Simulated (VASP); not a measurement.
# CaS (Fm-3m) in VASP: band structure with PBE+D3(BJ)

Aim: the band structure of CaS with PBE+D3(BJ).

Everything below comes from runs of VASP 6.6.1. Logs are shortened: lines on timing, memory, paths and dates and some standing lists are left out, and cuts for length are marked.

## Step 1: The crystal as given

It takes space group Fm-3m (No. 225, cubic). The conventional cell has a = 5.641 Å, b = 5.641 Å, c = 5.641 Å, α = 90.00°, β = 90.00°, γ = 90.00°. Around Ca (site symmetry m-3m) lie 6 S at 2.82 Å. Around S (site symmetry m-3m) lie 6 Ca at 2.82 Å.

The cell was built by a generator and needn't be a form met in nature.

## Step 2: Band structure, PBE+D3(BJ)

Input file INCAR:

```
ALGO = Normal
EDIFF = 1E-6
ENCUT = 520
GGA = PE
ISIF = 2
ISMEAR = 0
IVDW = 12
LASPH = True
LCHARG = False
LREAL = False
LWAVE = False
NELM = 100
PREC = Accurate
SIGMA = 0.02
```

Input file KPOINTS:

```
k-points
0
Gamma
  8 8 8
```

Input file POSCAR:

```
CaS                                     
1.0
   -0.0000000000      2.8202896959      2.8202896959
    2.8202896959      0.0000000000      2.8202896959
    2.8202896959      2.8202896959      0.0000000000
  Ca              S             
     1     1
Direct
     0.0000000000000000    0.0000000000000000    0.0000000000000000
     0.5000000000000000    0.5000000000000000    0.5000000000000000
```

Input file KPOINTS_OPT:

```
path GXWKGLUWLK,UX
10
line-mode
reciprocal
 0.0000000000  0.0000000000  0.0000000000  G
 0.5000000000  0.0000000000  0.5000000000  X

 0.5000000000  0.0000000000  0.5000000000  X
 0.5000000000  0.2500000000  0.7500000000  W

 0.5000000000  0.2500000000  0.7500000000  W
 0.3750000000  0.3750000000  0.7500000000  K

 0.3750000000  0.3750000000  0.7500000000  K
 0.0000000000  0.0000000000  0.0000000000  G

 0.0000000000  0.0000000000  0.0000000000  G
 0.5000000000  0.5000000000  0.5000000000  L

 0.5000000000  0.5000000000  0.5000000000  L
 0.6250000000  0.2500000000  0.6250000000  U

 0.6250000000  0.2500000000  0.6250000000  U
 0.5000000000  0.2500000000  0.7500000000  W

 0.5000000000  0.2500000000  0.7500000000  W
 0.5000000000  0.5000000000  0.5000000000  L

 0.5000000000  0.5000000000  0.5000000000  L
 0.3750000000  0.3750000000  0.7500000000  K

 0.6250000000  0.2500000000  0.6250000000  U
 0.5000000000  0.0000000000  0.5000000000  X
```

Potentials or basis: VASP PAW PBE potentials, release 64 (Ca_sv, S).

Command:

```
cat potpaw_PBE.64/Ca_sv/POTCAR potpaw_PBE.64/S/POTCAR > POTCAR
mpirun -np 1 vasp_std > vasp.out
```

OUTCAR:

```text
EDIFF = 1E-6
   ENCUT = 520
   GGA = PE
   ISIF = 2
   ISMEAR = 0
   IVDW = 12
   LASPH = True
   LREAL = False
   NELM = 100
   PREC = Accurate
 IVDW          = 12

 ion  position               nearest neighbor table
   1  0.000  0.000  0.000-   2 2.82   2 2.82   2 2.82   2 2.82   2 2.82   2 2.82
   2  0.500  0.500  0.500-   1 2.82   1 2.82   1 2.82   1 2.82   1 2.82   1 2.82

  LATTYP: Found a face centered cubic cell.
 ALAT       =     5.6405793918

  Lattice vectors:

 A1 = (   0.0000000000,   2.8202896959,   2.8202896959)
 A2 = (   2.8202896959,   0.0000000000,   2.8202896959)
 A3 = (   2.8202896959,   2.8202896959,   0.0000000000)

Analysis of symmetry for initial positions (statically):
=====================================================================
 Subroutine PRICEL returns:
 Original cell was already a primitive cell.

 Routine SETGRP: Setting up the symmetry group for a
 face centered cubic supercell.

 Subroutine GETGRP returns: Found 48 space group operations
 (whereof 48 operations were pure point group operations)
 out of a pool of 48 trial point group operations.

The static configuration has the point symmetry O_h .

Analysis of symmetry for dynamics (positions and initial velocities):
=====================================================================
 Subroutine PRICEL returns:
 Original cell was already a primitive cell.

 Routine SETGRP: Setting up the symmetry group for a
 face centered cubic supercell.

 Subroutine GETGRP returns: Found 48 space group operations
 (whereof 48 operations were pure point group operations)
 out of a pool of 48 trial point group operations.

The dynamic configuration has the point symmetry O_h .

 Subroutine INISYM returns: Found 48 space group operations
 (whereof 48 operations are pure point group operations),
 and found     1 'primitive' translations

----------------------------------------------------------------------------------------

                                     Primitive cell

  volume of cell :      44.8654

  direct lattice vectors                    reciprocal lattice vectors
     0.000000000  2.820289696  2.820289696    -0.177286752  0.177286752  0.177286752
     2.820289696  0.000000000  2.820289696     0.177286752 -0.177286752  0.177286752
     2.820289696  2.820289696  0.000000000     0.177286752  0.177286752 -0.177286752

  length of vectors
     3.988491938  3.988491938  3.988491938     0.307069662  0.307069662  0.307069662

  position of ions in fractional coordinates (direct lattice)
     0.000000000  0.000000000  0.000000000
     0.500000000  0.500000000  0.500000000

[... 90 lines left out ...]
   EFERMI =   0.00;   METHOD = LEGACY
   ISMEAR =     0;   SIGMA  =   0.02  broadening in eV -4-tet -1-fermi 0-gaus
   EFERMI_NEDOS =   21; number of points for ismear=-14 and -15
   IALGO  =     38    algorithm
   IMIX   =      4    mixing-type and parameters
     AMIX     =   0.40;   BMIX     =  1.00
     AMIX_MAG =   1.60;   BMIX_MAG =  1.00
  volume/ion in A,a.u.               =      22.43       151.38
  Fermi-wavevector in a.u.,A,eV,Ry     =   1.160944  2.193865 18.337795  1.347790
  Thomas-Fermi vector in A             =   2.297521
   LORBIT       =      0    0 simple, 1 ext, 2 COOP (PROOUT), +10 PAW based schemes
   GGA     = PE    functional components
   LHFCALC =     F    Hartree Fock is set to
   AEXX    =    0.0000 exact exchange contribution
   IVDW    =    12    specifies the selected vdW correction
   LEPSILON=     F    determine dielectric tensor
   LRPA    =     F    only Hartree local field effects (RPA)
 non-spin polarized calculation
 Gauss-broadening in eV      SIGMA  =   0.02
  energy-cutoff  :      520.00
  volume of cell :       44.87
 maximum number of plane-waves:      1243
 NGX is ok and might be reduce to    30
   NGX = 15   NGY = 15   NGZ = 15

 number of electron      16.0000000 magnetization

 Free energy of the ion-electron system (eV)
  ---------------------------------------------------
  ext. energy  EPLUGINS =         0.00000000
  ---------------------------------------------------
  free energy    TOTEN  =       -10.35074174 eV

  energy without entropy =      -10.35074174  energy(sigma->0) =      -10.35074174

 E-fermi :   3.0779     XC(G=0):  -9.4402

 val. band max:        2.9359366916   @ k =   0.0000   0.0000   0.0000
 cond. band min:       5.2253420712   @ k =   0.5000   0.5000   0.0000
 fundamental gap:      2.2894053796
 Fermi energy:         3.0779246888

 k-point     1 :       0.0000    0.0000    0.0000
  band No.  band energies     occupation
      1     -36.1626      2.00000
      2     -17.1464      2.00000
      3     -17.1464      2.00000
      4     -17.1464      2.00000
      5      -8.4867      2.00000
      6       2.9359      2.00000
      7       2.9359      2.00000
      8       2.9359      2.00000
      9       7.0943      0.00000
     10       7.0943      0.00000
     11       7.0943      0.00000
     12       7.2666      0.00000
[... 331 lines left out ...]
 k-point    24 :      -0.3750    0.2500    0.1250
  band No.  band energies     occupation
      1     -36.1472      2.00000
      2     -17.3013      2.00000
      3     -17.2022      2.00000
      4     -17.1757      2.00000
      5      -7.6564      2.00000
      6       0.2223      2.00000
      7       1.3837      2.00000
      8       1.7165      2.00000
      9       7.9600      0.00000
     10       8.2905      0.00000
     11       9.4782      0.00000
     12       9.8256      0.00000

 [... further k-points ...]

------------------------ aborting loop because EDIFF is reached ----------------------------------------

 Edisp (eV)   -0.68927

 E8    (eV) :    -0.3042

  FORCE on cell =-STRESS in cart. coord.  units (eV):
  Direction    XX          YY          ZZ          XY          YZ          ZX
  --------------------------------------------------------------------------------------
  -------------------------------------------------------------------------------------
  Total      -0.01102    -0.01102    -0.01102    -0.00000     0.00000     0.00000
  in kB      -0.39348    -0.39348    -0.39348    -0.00000     0.00000     0.00000
  external pressure =       -0.39 kB  Pullay stress =        0.00 kB

 VOLUME and BASIS-vectors are now :
 -----------------------------------------------------------------------------
  energy-cutoff  :      520.00
  volume of cell :       44.87
      direct lattice vectors                 reciprocal lattice vectors
     0.000000000  2.820289696  2.820289696    -0.177286752  0.177286752  0.177286752
     2.820289696  0.000000000  2.820289696     0.177286752 -0.177286752  0.177286752
     2.820289696  2.820289696  0.000000000     0.177286752  0.177286752 -0.177286752

 POSITION                                       TOTAL-FORCE (eV/Angst)
 -----------------------------------------------------------------------------------
      0.00000      0.00000      0.00000         0.000000      0.000000     -0.000000
      2.82029      2.82029      2.82029        -0.000000     -0.000000      0.000000
 -----------------------------------------------------------------------------------
    total drift:                               -0.000000      0.000000      0.000000

  FREE ENERGIE OF THE ION-ELECTRON SYSTEM (eV)
  ---------------------------------------------------
  free  energy   TOTEN  =       -11.0400125320 eV

  energy  without entropy=      -11.0400125320  energy(sigma->0) =      -11.04001253
```

Wall time 63 s (1 thread of AMD EPYC 7R43 (Zen 3), shared host); peak memory 0.16 GiB.

Results:

* Free energy: -11.0400 eV
* Pressure: 0.0 GPa
* Band gap on the k mesh: 2.29 eV, indirect (least direct gap 3.12 eV)
* Band gap along the path: 2.29 eV, indirect (least direct gap 3.12 eV)
* Dispersion energy per atom: -0.345 eV

Levels at the corners of the path, in eV from the valence-band top:
| point | band 4 | band 5 | band 6 | band 7 | band 8 | band 9 | band 10 | band 11 | band 12 |
| --- | --- | --- | --- | --- | --- | --- | --- | --- | --- |
| Γ | -20.08 | -11.42 | 0.00 | 0.00 | 0.00 | 4.16 | 4.16 | 4.16 | 4.33 |
| X | -20.14 | -10.77 | -2.33 | -0.83 | -0.83 | 2.29 | 5.66 | 6.17 | 6.91 |
| X | -20.14 | -10.77 | -2.33 | -0.83 | -0.83 | 2.29 | 5.66 | 6.16 | 6.91 |
| W | -20.15 | -10.64 | -1.83 | -1.83 | -1.61 | 4.86 | 4.86 | 6.09 | 6.55 |
| W | -20.15 | -10.64 | -1.83 | -1.83 | -1.61 | 4.86 | 4.86 | 6.09 | 6.56 |
| K | -20.12 | -10.65 | -2.09 | -1.93 | -1.06 | 3.67 | 6.40 | 6.53 | 6.55 |
| K | -20.12 | -10.65 | -2.09 | -1.93 | -1.06 | 3.67 | 6.41 | 6.53 | 6.55 |
| Γ | -20.08 | -11.42 | 0.00 | 0.00 | 0.00 | 4.16 | 4.16 | 4.16 | 4.33 |
| Γ | -20.08 | -11.42 | 0.00 | 0.00 | 0.00 | 4.16 | 4.16 | 4.16 | 4.33 |
| L | -20.10 | -10.55 | -3.19 | -1.22 | -1.22 | 5.28 | 6.16 | 6.29 | 6.29 |
| L | -20.10 | -10.55 | -3.19 | -1.22 | -1.22 | 5.28 | 6.16 | 6.29 | 6.29 |
| U | -20.12 | -10.65 | -2.09 | -1.93 | -1.06 | 3.67 | 6.40 | 6.54 | 6.56 |
| U | -20.12 | -10.65 | -2.09 | -1.93 | -1.06 | 3.67 | 6.41 | 6.53 | 6.58 |
| W | -20.15 | -10.64 | -1.83 | -1.83 | -1.61 | 4.86 | 4.86 | 6.09 | 6.55 |
| W | -20.15 | -10.64 | -1.83 | -1.83 | -1.61 | 4.86 | 4.86 | 6.09 | 6.55 |
| L | -20.10 | -10.55 | -3.19 | -1.22 | -1.22 | 5.28 | 6.16 | 6.29 | 6.29 |
| L | -20.10 | -10.55 | -3.19 | -1.22 | -1.22 | 5.28 | 6.16 | 6.29 | 6.29 |
| K | -20.12 | -10.65 | -2.09 | -1.93 | -1.06 | 3.67 | 6.40 | 6.53 | 6.54 |
| U | -20.12 | -10.65 | -2.09 | -1.93 | -1.06 | 3.67 | 6.40 | 6.53 | 6.55 |
| X | -20.14 | -10.77 | -2.33 | -0.83 | -0.83 | 2.29 | 5.66 | 6.17 | 6.92 |
